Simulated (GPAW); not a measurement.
Runs of GPAW 26.7.0 on AlN. It takes space group P6_3mc (No. 186, hexagonal). Conventional cell: a = 3.113 Å, b = 3.113 Å, c = 4.981 Å, α = 90.00°, β = 90.00°, γ = 120.00°. Around Al (site symmetry 3m) lie 4 N at 1.89 Å. Around N (site symmetry 3m) lie 4 Al at 1.89 Å. 

| task | level | potentials or basis | cell | k mesh | cutoff (eV) | smearing | convergence | supercell | supercell k mesh | displacement | relaxed first | mesh quality | gap on the mesh (eV) | pressure (GPa) | largest force (eV/Å) |
| --- | --- | --- | --- | --- | --- | --- | --- | --- | --- | --- | --- | --- | --- | --- | --- |
| gruneisen | LDA | the program's PAW data sets (release 1.2.1) made for this functional, pw | relaxed | 7 × 7 × 4 | 680 | fermi-dirac 0.05 eV | tight_forces | 1 × 1 × 1 | 7 × 7 × 4 | 0.03 | cell | not flagged | (a) | 0.0 | - |
| single point | PBE | PAW data sets generated in the run's folder for this functional, pw | as given | 8 × 8 × 5 | 600 | fermi-dirac 0.01 eV | - | - | - | - | - | not flagged | (c) | -1.6 | 0.13 |
| relaxation of cell and atoms | PW91+D4 | PAW data sets generated in the run's folder for this functional, pw | relaxed | 7 × 7 × 4 | 800 | fermi-dirac 0.05 eV | - | - | - | - | - | not flagged | 4.24 | 0.0 | 0.01 |
| single point | LDA | the program's PAW data sets (release 1.2.1) made for this functional, pw | as given | 8 × 8 × 5 | 600 | fermi-dirac 0.01 eV | - | - | - | - | - | not flagged | (b) | -10.6 | 0.12 |

Alike in all rows: no spin polarisation.

Problem. Fill in the values left out.

Solution. (a) 4.42; (b) 4.25; (c) 4.20.

Caveats: the cutoff is short for stress and forces, so pressures can be off by a GPa or more (some runs); the density grid can change from cell to cell, which puts small steps into energies and stress (some runs); the LO-TO splitting is left out (some runs); later steps reuse the first step's grids (some runs).

